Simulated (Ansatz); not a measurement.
**Is this MgH₂ structure a true minimum?**

Method: Ansatz, DFT PBE, scalar-relativistic, plane waves, PAW. Plane waves to 420 eV, a k mesh through Γ of 6×6×8 on the computed 6-atom cell and Gaussian smearing (0.02 eV); no spin polarisation.

The cell below (6 atoms, P4_2/mnm (No. 136)) is relaxed within its symmetry. It is a trial structure, and others of MgH₂ can lie lower.

```yaml
crystal:
  lattice:
    - [4.51731, 0.00000, 0.00000]
    - [0.00000, 4.51731, 0.00000]
    - [0.00000, 0.00000, 3.01247]
  atoms:
    - { symbol: Mg, position: [0.00000, 0.00000, 0.00000] }
    - { symbol: Mg, position: [0.50000, 0.50000, 0.50000] }
    - { symbol: H, position: [0.30422, 0.30422, 0.00000] }
    - { symbol: H, position: [0.69578, 0.69578, 0.00000] }
    - { symbol: H, position: [0.80422, 0.19578, 0.50000] }
    - { symbol: H, position: [0.19578, 0.80422, 0.50000] }
```

For the test it was strained at random by about 1.5 %, the atoms were moved at random (σ = 0.10 Å), and all was relaxed without symmetry on a coarse k mesh with 0.1 eV smearing.

Question: What happens?

Answer: It returns to P4_2/mnm (No. 136), within 1 meV/atom of the start's energy. No instability shows in this cell, though one random start can't exclude a very soft mode.

Cost: 3 runs of about 0.28 core-minutes in all, on Intel Xeon 6975P-C (Granite Rapids) (shared hosts).